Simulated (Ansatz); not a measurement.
Total energies of maleic anhydride, C$_{4}$H$_{2}$O$_{3}$.

```xyz
9

O     1.0435    1.9742   -1.0417
C     0.4721    1.0457   -0.5735
C     0.9852   -0.0424    0.2940
C    -0.0250   -0.8576    0.5680
C    -1.2341   -0.3313   -0.1107
O    -2.3414   -0.7576   -0.1236
O    -0.8712    0.8166   -0.7822
H     2.0182   -0.0903    0.6047
H    -0.0472   -1.7572    1.1649
```

Total charge 0; spin multiplicity 1. All single points use the PBE0-D4/def2-TZVP geometry. Basis def2-TZVPP, Ansatz.

RPA on PBE orbitals: Hartree–Fock energy of these orbitals -377.29816 Eh, correlation -1.95715 Eh (frozen core).

| functional | energy without D4 (Eh) | D4 term (kJ/mol) |
| --- | --- | --- |
| LDA (SPW92) | -376.47608 | – |
| BLYP | -379.37810 | -46.9 |
| r2SCAN | -379.26124 | -5.1 |
| B97M-V | -379.39462 | – |
| r2SCANh | -379.23588 | -5.3 |
| r2SCAN0 | -379.19976 | -5.8 |
| CAM-B3LYP | -379.29982 | -17.2 |
| ωB97X-V | -379.33168 | – |
| B2PLYP | -379.18250 | – |
| PBE-QIDH | -378.96990 | – |

**Question.** Give the same for PBE, revPBE, PBE0, B3LYP, HSE06 (plane-wave form), BHLYP, LC-ωPBE, ωB97M-V. (Best estimate.)

**Answer.** Computed: 
```
             functional  energy without D4 (Eh)  D4 term (kJ/mol)
                    PBE              -379.03984             -20.7
                 revPBE              -379.34838             -71.7
                   PBE0              -379.03468             -17.2
                  B3LYP              -379.45051             -33.2
HSE06 (plane-wave form)              -379.01720             -15.9
                  BHLYP              -379.24499             -23.1
                LC-ωPBE              -379.19912                 –
                ωB97M-V              -379.34767                 –
```

B3LYP takes the VWN-RPA correlation (the form of Gaussian; ORCA's B3LYP/G). HSE06 is the plane-wave form, built on full-range PBE exchange. The double hybrids freeze the cores in their second-order part.

LC-ωPBE has ω = 0.4 bohr⁻¹.
